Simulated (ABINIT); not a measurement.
# Au (Fm-3m) in ABINIT: further runs

The runs below take Au through band structure, equation of state, with PW91, HCTH407, BP86.

Program: ABINIT 10.8.3 (patched build). These are calculated values, not measurements. Logs are shortened: lines on timing, memory, paths and dates and some standing lists are left out, and cuts for length are marked. The log counts tension as positive stress, the text compression.

**1. The structure**

Symmetry: Fm-3m, No. 225, cubic system. Conventional cell: a = 4.070 Å, b = 4.070 Å, c = 4.070 Å, α = 90.00°, β = 90.00°, γ = 90.00°. Around Au (site symmetry m-3m) lie 12 Au at 2.88 Å.

**2. Band structure, PW91**

The input, run.abi:

```
# Datasets: ground state, then fixed potential
ndtset 2

# Pseudopotentials
pp_dirpath "./"
pseudos "Au.GGA_PBE-JTH.xml"

# Structure
acell 3*1.0 Angstrom
rprim
     0.0000000000     2.0350000000     2.0350000000
     2.0350000000     0.0000000000     2.0350000000
     2.0350000000     2.0350000000     0.0000000000
ntypat 1
znucl 79
natom 1
typat 1
xred
     0.0000000000     0.0000000000     0.0000000000

# Plane-wave basis
ecut 25.0
pawecutdg 47.0

# Exchange and correlation
ixc -109134

# Bands and occupations
occopt 3
tsmear 0.05 eV

# SCF cycle
nstep 100

# Output
iomode 3
prtwf 0
prteig 0
prtebands 0
enunit 1
prtden1 1

# Dataset 1
kptopt1 1
ngkpt1 11 11 11
nshiftk1 1
shiftk1 0.0 0.0 0.0
nband1 10
tolvrs1 1.0e-9

# Dataset 2: bands along G-X-W-K-G-L-U-W-L-K
iscf2 -2
getden2 1
nband2 14
nbdbuf2 2
tolwfr2 1.0e-12
kptopt2 -9
ndivsm2 6
prteig2 1
kptbounds2
     0.0000000000     0.0000000000     0.0000000000
     0.5000000000     0.0000000000     0.5000000000
     0.5000000000     0.2500000000     0.7500000000
     0.3750000000     0.3750000000     0.7500000000
     0.0000000000     0.0000000000     0.0000000000
     0.5000000000     0.5000000000     0.5000000000
     0.6250000000     0.2500000000     0.6250000000
     0.5000000000     0.2500000000     0.7500000000
     0.5000000000     0.5000000000     0.5000000000
     0.3750000000     0.3750000000     0.7500000000
```

Potentials or basis: JTH PAW PBE v2.0.

Command:

```sh
$ abinit run.abi > log 2>&1
```

run.abo:

```text
.Version 10.8.3 of ABINIT
 DATASET    1 : space group Fm -3 m (#225); Bravais cF (face-center cubic)
================================================================================
 Values of the parameters that define the memory need for DATASET  1.
     intxc =       0    ionmov =       0      iscf =      17    lmnmax =      18
     lnmax =       6     mgfft =      27  mpssoang =       3    mqgrid =    3001
     natom =       1  nloc_mem =       2    nspden =       1   nspinor =       1
    nsppol =       1      nsym =      48    n1xccc =       1    ntypat =       1
    occopt =       3   xclevel =       2
       mpw =         690          nfft =       19683          nkpt =          56
 PAW method is used; the additional fine FFT grid is defined by:
   mgfftf=        36    nfftf =     46656
================================================================================
================================================================================

 DATASET    2 : space group Fm -3 m (#225); Bravais cF (face-center cubic)
================================================================================
 Values of the parameters that define the memory need for DATASET  2.
     intxc =       0    ionmov =       0      iscf =      -2    lmnmax =      18
     lnmax =       6     mgfft =      27  mpssoang =       3    mqgrid =    3001
     natom =       1  nloc_mem =       2    nspden =       1   nspinor =       1
    nsppol =       1      nsym =      48    n1xccc =       1    ntypat =       1
    occopt =       3   xclevel =       2
       mpw =         692          nfft =       19683          nkpt =         103
 PAW method is used; the additional fine FFT grid is defined by:
   mgfftf=        36    nfftf =     46656
================================================================================
================================================================================

--------------------------------------------------------------------------------
------------- Echo of variables that govern the present computation ------------
--------------------------------------------------------------------------------
 -outvars: echo values of preprocessed input variables --------
            acell      1.8897261259E+00  1.8897261259E+00  1.8897261259E+00 Bohr
              amu      1.96966540E+02
             ecut      2.50000000E+01 Hartree
           enunit           1
           getden1          0
           getden2          1
             iscf1         17
             iscf2         -2
                       outvar_i_n : Printing only first  50 k-points.
              ixc     -109134
           jdtset        1    2
                       outvar_i_n : Printing only first  50 k-points.
           kptopt1          1
           kptopt2         -9
         kptrlatt       11    0    0      0   11    0      0    0   11
          kptrlen1     5.98233823E+01
[... 897 lines left out ...]
lattice_volume:   1.1374173E+02
convergence: {deltae:  0.000E+00, res2:  0.000E+00, residm:  9.998E-13, diffor:  0.000E+00, }
etotal    :  -3.41983373E+01
entropy   :   0.00000000E+00
fermie    :   2.90496424E-01
cartesian_stress_tensor: null
pressure_GPa: null
xred      :
- [  0.0000E+00,   0.0000E+00,   0.0000E+00, Au]
cartesian_forces: null
force_length_stats: {min: null, max: null, mean: null, }
...

 Integrated electronic density in atomic spheres:
 ------------------------------------------------
 Atom  Sphere_radius  Integrated_density
    1        2.50870          9.51915222

================================================================================

 ----iterations are completed or convergence reached----

 Mean square residual over all n,k,spin=   64.819E-14; max=  99.981E-14
 reduced coordinates (array xred) for    1 atoms
       0.000000000000      0.000000000000      0.000000000000

 cartesian coordinates (angstrom) at end:
    1      0.00000000000000     0.00000000000000     0.00000000000000
 length scales=  1.889726125908  1.889726125908  1.889726125908 bohr
              =  1.000000000000  1.000000000000  1.000000000000 angstroms
 Eigenvalues (   eV  ) for nkpt= 103  k points:
 kpt#   1, nband= 14, wtk=  1.00000, kpt=  0.0000  0.0000  0.0000 (reduced coord)
  -2.10182    3.10389    3.10389    3.10389    4.64484    4.64484   23.15042   27.04985
  27.04985   27.04985   31.56969   35.89929   35.89929   35.89929
 kpt#   2, nband= 14, wtk=  1.00000, kpt=  0.0294  0.0000  0.0294 (reduced coord)
  -2.06092    3.08245    3.12246    3.12246    4.62179    4.65407   23.19779   26.86759
  27.01359   27.01359   31.86969   35.47699   35.47699   35.93269
 kpt#   3, nband= 14, wtk=  1.00000, kpt=  0.0588  0.0000  0.0588 (reduced coord)
  -1.93892    3.01936    3.17802    3.17802    4.55418    4.68150   23.33756   26.43657
  26.89276   26.89276   32.63571   34.74581   34.74814   36.31930
 kpt#   4, nband= 14, wtk=  1.00000, kpt=  0.0882  0.0000  0.0882 (reduced coord)
  -1.73807    2.91816    3.27005    3.27005    4.44669    4.72640   23.56299   25.93427
  26.65546   26.65546   33.49288   34.09953   34.09964   35.04337
 kpt#   5, nband= 14, wtk=  1.00000, kpt=  0.1176  0.0000  0.1176 (reduced coord)
  -1.46265    2.78425    3.39764    3.39764    4.30757    4.78758   23.86328   25.46265
  26.26554   26.26554   32.75150   33.66543   33.66543   35.40270
 kpt#   6, nband= 14, wtk=  1.00000, kpt=  0.1471  0.0000  0.1471 (reduced coord)
  -1.11989    2.62433    3.55941    3.55941    4.14941    4.86333   24.22432   25.06583
[... 278 lines left out ...]
   1.41232    2.50551    3.56636    3.98544    5.71472   10.54948   11.10816   19.19506
  23.04271   24.58310   33.82141   34.27383   36.06615   40.00242
 kpt# 100, nband= 14, wtk=  1.00000, kpt=  0.4125  0.4125  0.6750 (reduced coord)
   1.50208    2.41333    3.44854    4.26029    5.68340   10.87941   11.62336   17.88959
  22.40352   24.96139   34.15443   34.59280   35.16949   41.05515
 kpt# 101, nband= 14, wtk=  1.00000, kpt=  0.4000  0.4000  0.7000 (reduced coord)
   1.48291    2.28474    3.53024    4.53119    5.66747   11.09567   12.27732   16.64922
  21.77653   25.29319   33.96968   34.88077   34.92669   41.46442
 kpt# 102, nband= 14, wtk=  1.00000, kpt=  0.3875  0.3875  0.7250 (reduced coord)
   1.40546    2.11790    3.74141    4.76871    5.68207   11.38619   12.74428   15.66138
  21.19150   25.55438   33.12922   35.13212   35.47656   41.81217
 kpt# 103, nband= 14, wtk=  1.00000, kpt=  0.3750  0.3750  0.7500 (reduced coord)
   1.31422    1.94821    3.97910    4.93908    5.74365   11.77925   12.58683   15.37868
  20.67867   25.73704   32.26590   35.35102   36.13684   41.81207

== END DATASET(S) ==============================================================
================================================================================

 -outvars: echo values of variables after computation  --------
            acell      1.8897261259E+00  1.8897261259E+00  1.8897261259E+00 Bohr
           etotal1    -3.4198337263E+01
            fcart1    -0.0000000000E+00 -0.0000000000E+00 -0.0000000000E+00
            rprim      0.0000000000E+00  2.0350000000E+00  2.0350000000E+00
                       2.0350000000E+00  0.0000000000E+00  2.0350000000E+00
                       2.0350000000E+00  2.0350000000E+00  0.0000000000E+00
           strten1    -3.8787759261E-04 -3.8787759261E-04 -3.8787759261E-04
                       0.0000000000E+00  0.0000000000E+00  0.0000000000E+00
 Calculation completed.
```

Run time: 56 s. Hardware: 1 thread of Arm Neoverse V2, shared host; peak memory 0.12 GiB.

What came out:

| Item | Value |
| --- | --- |
| Free energy | -930.5842 eV |
| Pressure | 11.4 GPa |
| Band gap on the k mesh | none (metal or under the smearing width) |
| Valence electrons inside the program's atomic spheres | Au 9.52 (radii [1.3275] Å) |

Levels at the corners of the path, in eV from the Fermi level:
| point | band 2 | band 3 | band 4 | band 5 | band 6 | band 7 | band 8 | band 9 |
| --- | --- | --- | --- | --- | --- | --- | --- | --- |
| Γ | -4.80 | -4.80 | -4.80 | -3.26 | -3.26 | 15.25 | 19.14 | 19.14 |
| X | -6.89 | -2.08 | -1.71 | -1.71 | 0.99 | 5.79 | 10.17 | 10.17 |
| W | -5.27 | -5.27 | -3.41 | -1.71 | 4.75 | 6.34 | 6.34 | 9.50 |
| K | -5.96 | -3.93 | -2.97 | -2.16 | 3.87 | 4.68 | 7.47 | 12.77 |
| Γ | -4.80 | -4.80 | -4.80 | -3.26 | -3.26 | 15.25 | 19.14 | 19.14 |
| L | -4.84 | -4.84 | -2.04 | -2.04 | -1.01 | 3.06 | 14.57 | 17.55 |
| U | -5.96 | -3.93 | -2.97 | -2.16 | 3.87 | 4.68 | 7.47 | 12.77 |
| W | -5.27 | -5.27 | -3.41 | -1.71 | 4.75 | 6.34 | 6.34 | 9.50 |
| L | -4.84 | -4.84 | -2.04 | -2.04 | -1.01 | 3.06 | 14.57 | 17.55 |
| K | -5.96 | -3.93 | -2.97 | -2.16 | 3.87 | 4.68 | 7.47 | 12.77 |

Caveat: the PAW data sets were made with another functional, which shifts forces and pressure a little; spin-orbit coupling is left out, which moves the levels of the heavy elements.

**3. Band structure, HCTH407**

run.abi: that of step 2 with these lines changed.

```diff
@@ -8,7 +8,7 @@
 # Structure
-acell 3*1.0 Angstrom
+acell 3*1.0
 rprim
-     0.0000000000     2.0350000000     2.0350000000
-     2.0350000000     0.0000000000     2.0350000000
-     2.0350000000     2.0350000000     0.0000000000
+     0.0000000000     3.8455926636     3.8455926636
+     3.8455926636     0.0000000000     3.8455926636
+     3.8455926636     3.8455926636     0.0000000000
 ntypat 1
@@ -25,3 +25,3 @@
 # Exchange and correlation
-ixc -109134
+ixc 27
```

Potentials or basis: JTH PAW PBE v2.0.

Command:

```sh
$ abinit run.abi > log 2>&1
```

Wall time 97 s (1 thread of Arm Neoverse V2, shared host); peak memory 0.12 GiB.

Results (log left out):

```yaml
Free_energy: -939.2884 eV
Pressure: 10.4 GPa
Band_gap_on_the_k_mesh: none (metal or under the smearing width)
Valence_electrons_inside_the_program's_atomic_spheres: Au 9.57 (radii [1.3275] Å)
```

Levels at the corners of the path, in eV from the Fermi level:
```tsv
point	band 1	band 2	band 3	band 4	band 5	band 6	band 7	band 8	band 9	band 10
Γ	-9.81	-4.93	-4.93	-4.93	-3.47	-3.47	15.17	19.32	19.32	19.32
X	-7.23	-6.96	-2.36	-1.98	-1.98	1.14	5.79	10.41	10.41	17.22
W	-6.16	-5.36	-5.36	-3.59	-1.98	4.88	6.38	6.38	9.42	23.39
K	-6.64	-6.03	-4.05	-3.19	-2.41	4.01	4.68	7.43	12.95	17.70
Γ	-9.81	-4.93	-4.93	-4.93	-3.47	-3.47	15.17	19.32	19.32	19.32
L	-7.43	-4.97	-4.97	-2.30	-2.30	-0.86	3.00	14.60	17.80	17.80
U	-6.64	-6.03	-4.05	-3.19	-2.41	4.01	4.68	7.43	12.95	17.70
W	-6.16	-5.36	-5.36	-3.59	-1.98	4.88	6.38	6.38	9.42	23.39
L	-7.43	-4.97	-4.97	-2.30	-2.30	-0.86	3.00	14.60	17.80	17.80
K	-6.64	-6.03	-4.05	-3.19	-2.41	4.01	4.68	7.43	12.95	17.70
```

Caveat: the PAW data sets were made with another functional, which shifts forces and pressure a little; spin-orbit coupling is left out, which moves the levels of the heavy elements.

**4. Equation of state, BP86**

The input, run.abi:

```
# Datasets: one volume each
ndtset 7
getwfk -1
scalecart1 3*0.9795861087
scalecart2 3*0.9864848297
scalecart3 3*0.9932883884
scalecart4 3*1.0000000000
scalecart5 3*1.0066227096
scalecart6 3*1.0131594038
scalecart7 3*1.0196128224

# Pseudopotentials
pp_dirpath "./"
pseudos "Au.GGA_PBE-JTH.xml"

# Structure
acell 5.4384893002 5.4384893002 5.4384893002
rprim
     0.0000000000     0.7071067812     0.7071067812
     0.7071067812     0.0000000000     0.7071067812
     0.7071067812     0.7071067812     0.0000000000
ntypat 1
znucl 79
natom 1
typat 1
xred
     0.0000000000     0.0000000000     0.0000000000

# Plane-wave basis
ecut 25.0
pawecutdg 47.0

# k points
kptopt 1
ngkpt 11 11 11
nshiftk 1
shiftk 0.0 0.0 0.0

# Exchange and correlation
ixc -106132

# Bands and occupations
nband 10
occopt 3
tsmear 0.00183747

# SCF cycle
nstep 100
tolvrs 1.0e-9

# Output
iomode 3
prtwf 1
prtden 0
prteig 0
prtebands 0
enunit 1
```

Command:

```sh
$ abinit run.abi > log 2>&1
```

Run time: 1.7 min. Hardware: 1 thread of Arm Neoverse V2, shared host; peak memory 0.15 GiB.

Results (log left out):

```yaml
Equilibrium_volume: "18.14 Å³/atom (rough: see the caveat)"
Bulk_modulus: 137 GPa (rough)
```

Energy against volume, from the lowest point:
```tsv
volume (Å³/atom)	energy (meV/atom)
15.843	168.94
16.181	116.56
16.518	75.54
16.855	44.51
17.192	22.26
17.529	7.72
17.866	0.00
```

Caveat: pressures at fixed basis lie under the slope of the energies; the minimum lies outside the volumes run; the PAW data sets were made with another functional, which shifts forces and pressure a little.

**5. Summary**

```csv
task,level,gap on the mesh (eV),pressure (GPa)
band structure,PW91,none,11.4
band structure,HCTH407,none,10.4
equation of state,BP86,-,-
```

Alike in all rows: potentials or basis JTH PAW PBE v2.0; no spin polarisation; cell as given; k mesh 11 × 11 × 11; cutoff (eV) 680; smearing fermi-dirac 0.05 eV.

Caveats: the PAW data sets were made with another functional, which shifts forces and pressure a little; spin-orbit coupling is left out, which moves the levels of the heavy elements (some runs); pressures at fixed basis lie under the slope of the energies (some runs); the minimum lies outside the volumes run (some runs).

Total energies depend on the potentials used, so only differences within one code and one set of settings carry meaning.
